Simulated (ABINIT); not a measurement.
## Quasiparticle gap of KBr (Fm-3m) in ABINIT

How does a plane-wave GW calculation on KBr (Fm-3m) run from the first input to the gap?

Calculated with ABINIT 10.8.3; PBE and many-body steps on it, plane waves.

### 1. The starting structure

Symmetry: Fm-3m, No. 225, cubic system. The conventional cell has a = 6.600 Å, b = 6.600 Å, c = 6.600 Å, α = 90.00°, β = 90.00°, γ = 90.00°. Nearest to K lie 6 Br at 3.30 Å. Br has 6 K at 3.30 Å nearest. Farther neighbours and most contacts between anions are not listed.

Structure file:

```cif
data_structure
_symmetry_space_group_name_H-M 'Fm-3m'
_symmetry_Int_Tables_number 225
_cell_length_a 6.6000
_cell_length_b 6.6000
_cell_length_c 6.6000
_cell_angle_alpha 90.000
_cell_angle_beta 90.000
_cell_angle_gamma 90.000
_cell_volume 287.50
loop_
_atom_site_label
_atom_site_type_symbol
_atom_site_symmetry_multiplicity
_atom_site_Wyckoff_symbol
_atom_site_fract_x
_atom_site_fract_y
_atom_site_fract_z
_atom_site_occupancy
K1 K 4 a 0.00000 0.00000 0.00000 1
Br1 Br 4 b 0.50000 0.00000 0.00000 1
```

The cell and positions come from the Crystallography Open Database and are kept as given unless a step says otherwise.

### 2. Ground state

This step: ABINIT 10.8.3; DFT, PBE, plane waves, norm-conserving pseudopotentials.

The ground-state density comes first.

Contents of run.abi:

```
acell 3*1.0 Angstrom
rprim 
  0.000000000000 3.300000000000 3.300000000000
  3.300000000000 -0.000000000000 3.300000000000
  3.300000000000 3.300000000000 0.000000000000
ntypat 2
znucl 19 35
natom 2
typat 1 2
xred 
  0.000000000000 0.000000000000 0.000000000000
  0.500000000000 0.500000000000 0.500000000000
pp_dirpath "pseudos"
pseudos "K.upf, Br.upf"
ecut 33
ngkpt 6 6 6
nshiftk 1
shiftk 0 0 0
kptopt 1
chksymbreak 0
nband 13
occopt 1
tolvrs 1e-10
nstep 60
prtwf 0
optforces 0
optstress 0
indata_prefix "in"
outdata_prefix "out"
tmpdata_prefix "tmp"
```

On the command line:

```
> OMP_NUM_THREADS=1 mpirun -n 4 abinit run.abi > log
```

Numbers of over 12 decimals in the logs are rounded to 6 here.

What it wrote:

```text
.Version 10.8.3 of ABINIT. v10.8.2 released Aug 2026.

 Symmetries : space group Fm -3 m (#225); Bravais cF (face-center cubic)
================================================================================
 Values of the parameters that define the memory need of the present run
     intxc =       0    ionmov =       0      iscf =       7    lmnmax =       6
     lnmax =       6     mgfft =      48  mpssoang =       3    mqgrid =    3001
     natom =       2  nloc_mem =       1    nspden =       1   nspinor =       1
    nsppol =       1      nsym =      48    n1xccc =    2501    ntypat =       2
    occopt =       1   xclevel =       2
-    mband =          13        mffmem =           1         mkmem =           4
       mpw =        4419          nfft =      110592          nkpt =          16
================================================================================
  Rough estimation (10% accuracy) of disk space for files :
================================================================================

--------------------------------------------------------------------------------
------------- Echo of variables that govern the present computation ------------
--------------------------------------------------------------------------------
 -outvars: echo values of preprocessed input variables --------
            acell      1.8897261259E+00  1.8897261259E+00  1.8897261259E+00 Bohr

      chksymbreak           0
             ecut      3.30000000E+01 Hartree
-          fftalg         312

              ixc     -101130
              kpt      0.00000000E+00  0.00000000E+00  0.00000000E+00
                       1.66666667E-01  0.00000000E+00  0.00000000E+00
                       3.33333333E-01  0.00000000E+00  0.00000000E+00
                       5.00000000E-01  0.00000000E+00  0.00000000E+00
                       1.66666667E-01  1.66666667E-01  0.00000000E+00
                       3.33333333E-01  1.66666667E-01  0.00000000E+00
                       5.00000000E-01  1.66666667E-01  0.00000000E+00
                      -3.33333333E-01  1.66666667E-01  0.00000000E+00
                      -1.66666667E-01  1.66666667E-01  0.00000000E+00
   [... 5 further rows ...]
                      -3.33333333E-01  3.33333333E-01  1.66666667E-01
                      -3.33333333E-01  5.00000000E-01  1.66666667E-01
         kptrlatt        6    0    0      0    6    0      0    0    6
          kptrlen      5.29150311E+01
P           mkmem           4
            natom           2
            nband          13
            ngfft          48      48      48
             nkpt          16
            nstep          60
             nsym          48
           ntypat           2
              occ      2.000000  2.000000  2.000000  2.000000  2.000000  2.000000
                       2.000000  2.000000  0.000000  0.000000  0.000000  0.000000
                       0.000000
        optforces           0
        optstress           0
            prtwf           0
            rprim      0.0000000000E+00  3.3000000000E+00  3.3000000000E+00
[...]
spgroup         225

           tolvrs      1.00000000E-10

             xred      0.0000000000E+00  0.0000000000E+00  0.0000000000E+00
[...]
znucl       19.00000   35.00000

================================================================================

 chkinp: Checking input parameters for consistency.

================================================================================
== DATASET  1 ==================================================================
-   mpi_nproc: 4, omp_nthreads: 1 (-1 if OMP is not activated)

--- !DatasetInfo
iteration_state: {dtset: 1, }
dimensions: {natom: 2, nkpt: 16, mband: 13, nsppol: 1, nspinor: 1, nspden: 1, mpw: 4419, }
cutoff_energies: {ecut:  33.0, pawecutdg:  -1.0, }
electrons: {nelect:   1.60000000E+01, charge:   0.00000000E+00, occopt:   1.00000000E+00, tsmear:   1.00000000E-02, }

 Real(R)+Recip(G) space primitive vectors, cartesian coordinates (Bohr,Bohr^-1):
 R(1)=  0.0000000  6.2360962  6.2360962  G(1)= -0.0801784  0.0801784  0.0801784
 R(2)=  6.2360962  0.0000000  6.2360962  G(2)=  0.0801784 -0.0801784  0.0801784
 R(3)=  6.2360962  6.2360962  0.0000000  G(3)=  0.0801784  0.0801784 -0.0801784
 Unit cell volume ucvol=  4.8502979E+02 bohr^3
 Angles (23,13,12)=  6.00000000E+01  6.00000000E+01  6.00000000E+01 degrees

 getcut: wavevector=  0.0000  0.0000  0.0000  ngfft=  48  48  48
         ecut(hartree)=     33.000   => boxcut(ratio)=   2.10471

--- Pseudopotential description ------------------------------------------------
- K Generated using ONCVPSP code by D. R. Hamann
- 19.00000   9.00000  171031                  znucl, zion, pspdat
12 -101130 2 -1 2222                          pspcod,pspxc,lmax,lloc,mmax
     nproj     2     2     2
  pspatm : epsatm=    8.42413758
         --- l  ekb(1:nproj) -->
[...]
pspatm: atomic psp has been read  and splines computed

- Br Generated using ONCVPSP code by D. R. Hamann
- 35.00000   7.00000  171031                  znucl, zion, pspdat
12 -101130 2 -1 1098                          pspcod,pspxc,lmax,lloc,mmax
     nproj     2     2     2
  pspatm : epsatm=   11.64859065
         --- l  ekb(1:nproj) -->
[...]
2    2.589748    0.385882
 pspatm: atomic psp has been read  and splines computed

   3.21163652E+02                                ecore*ucvol(ha*bohr**3)
--------------------------------------------------------------------------------

_setup2: Arith. and geom. avg. npw (full set) are    4389.931    4389.903

================================================================================

--- !BeginCycle
iteration_state: {dtset: 1, }
solver: {iscf: 7, nstep: 60, nline: 4, wfoptalg: 0, }
tolerances: {tolvrs: 1.00E-10, }

     iter   Etot(hartree)      deltaE(h)  residm     vres2
 ETOT  1  -45.896533002083    -4.590E+01 2.902E-02 1.113E+02
 ETOT  2  -45.917749475748    -2.122E-02 1.194E-02 4.889E+00
 ETOT  3  -45.918052836450    -3.034E-04 3.477E-03 6.350E-01
 ETOT  4  -45.918064335551    -1.150E-05 1.884E-03 5.653E-02
 ETOT  5  -45.918065412446    -1.077E-06 5.376E-04 2.635E-04
 ETOT  6  -45.918065424611    -1.217E-08 5.991E-04 1.038E-05
 ETOT  7  -45.918065425260    -6.492E-10 2.477E-04 2.974E-07
 ETOT  8  -45.918065425276    -1.619E-11 2.684E-04 1.420E-08
 ETOT  9  -45.918065425280    -4.015E-12 1.316E-04 3.562E-10
 ETOT 10  -45.918065425279     9.024E-13 1.368E-04 4.176E-12

 At SCF step   10       vres2   =  4.18E-12 < tolvrs=  1.00E-10 =>converged.

--- !ResultsGS
iteration_state: {dtset: 1, }
comment   : Summary of ground state results
lattice_vectors:
- [  0.0000000,   6.2360962,   6.2360962, ]
- [  6.2360962,  -0.0000000,   6.2360962, ]
- [  6.2360962,   6.2360962,   0.0000000, ]
lattice_lengths: [   8.81917,    8.81917,    8.81917, ]
lattice_angles: [ 60.000,  60.000,  60.000, ] # degrees, (23, 13, 12)
lattice_volume:   4.8502979E+02
convergence: {deltae:  9.024E-13, res2:  4.176E-12, residm:  1.368E-04, diffor:  0.000E+00, }
etotal    :  -4.59180654E+01
entropy   :   0.00000000E+00
fermie    :  -3.52625943E-04
cartesian_stress_tensor: null
pressure_GPa: null
xred      :
- [  0.0000E+00,   0.0000E+00,   0.0000E+00,  K]
- [  5.0000E-01,   5.0000E-01,   5.0000E-01, Br]
cartesian_forces: null
force_length_stats: {min: null, max: null, mean: null, }

 Integrated electronic density in atomic spheres:
 ------------------------------------------------
 Atom  Sphere_radius  Integrated_density
    1        2.00000          6.94495158
    2        2.00000          4.26138396
================================================================================

 ----iterations are completed or convergence reached----

 Mean square residual over all n,k,spin=   19.356E-07; max=  13.676E-05
 reduced coordinates (array xred) for    2 atoms
       0.000000000000      0.000000000000      0.000000000000
       0.500000000000      0.500000000000      0.500000000000
 rms dE/dt=  0.0000E+00; max dE/dt=  0.0000E+00; dE/dt below (all hartree)
    1       0.000000000000      0.000000000000      0.000000000000
    2       0.000000000000      0.000000000000      0.000000000000

 cartesian coordinates (angstrom) at end:
    1      0.000000     0.000000     0.000000
    2      3.300000     3.300000     3.300000
 length scales=  1.889726125908  1.889726125908  1.889726125908 bohr
              =  1.000000000000  1.000000000000  1.000000000000 angstroms
 prteigrs : about to open file out_EIG
 Fermi (or HOMO) energy (hartree) =  -0.00035   Average Vxc (hartree)=  -0.27531
 Eigenvalues (hartree) for nkpt=  16  k points:
 kpt#   1, nband= 13, wtk=  0.00463, kpt=  0.0000  0.0000  0.0000 (reduced coord)
  -1.02119   -0.45217   -0.41398   -0.41398   -0.41398   -0.00035   -0.00035   -0.00035
   0.16266    0.27924    0.27924    0.27924    0.30932
 prteigrs : prtvol=0 or 1, do not print more k-points.

--- !EnergyTerms
iteration_state     : {dtset: 1, }
comment             : Components of total free energy in Hartree
kinetic             :  1.47106268478859E+01
hartree             :  9.64140982858152E+00
xc                  : -1.16279806293620E+01
Ewald energy        : -2.93989375638298E+01
psp_core            :  6.62152419120556E-01
local_psp           : -3.62980512104499E+01
non_local_psp       :  6.39271488277464E+00
total_energy        : -4.59180654252791E+01
total_energy_eV     : -1.24949421395549E+03
band_energy         : -5.54150272413997E+00

== END DATASET(S) ==============================================================
================================================================================

 -outvars: echo values of variables after computation  --------
           etotal     -4.5918065425E+01
            nband          13
             nkpt          16
          spgroup         225
 [... the other variables as echoed above ...]

 Calculation completed.
```

Elapsed: 7.2 s, on 4 MPI ranks of Intel Xeon 6975P-C (Granite Rapids), shared host; peak memory 0.38 GiB; 28 s of CPU time.

This step gave:

- total energy: -1249.4942 eV
- gap: 4.436 eV
- k of the valence top: 0, 0, 0
- k of the conduction bottom: 0, 0, 0
- least direct gap: 4.436 eV

The gap is direct, at Γ.

(Continued in part 2 of 3.)

[Paths, hosts, dates, memory and timing lines, banners, echoed tables and standing remarks are left out of the program output.]

[Logs are printed without paths, hosts, clocks, repeated set-up lines and the standing remarks that a program may print on its own settings, such as how far it seeks lower states.]

[Runs of the session that timed out or met a known fault of the program may be left out.]

[Hosts, paths, dates, database ids (printed as entryN), source tags and the programs' standing remarks are cut or masked in the printed files.]

[G0W0 gaps are taken among the corrected bands and points alone; a level outside them can change the order at an edge.]

[Where Ansatz stands beside ABINIT at settings called matched, ABINIT's density can come from a denser mesh and the files from another edition; pairs whose starting gaps differed by over 0.03 eV were left out, so agreement reads better than it is.]
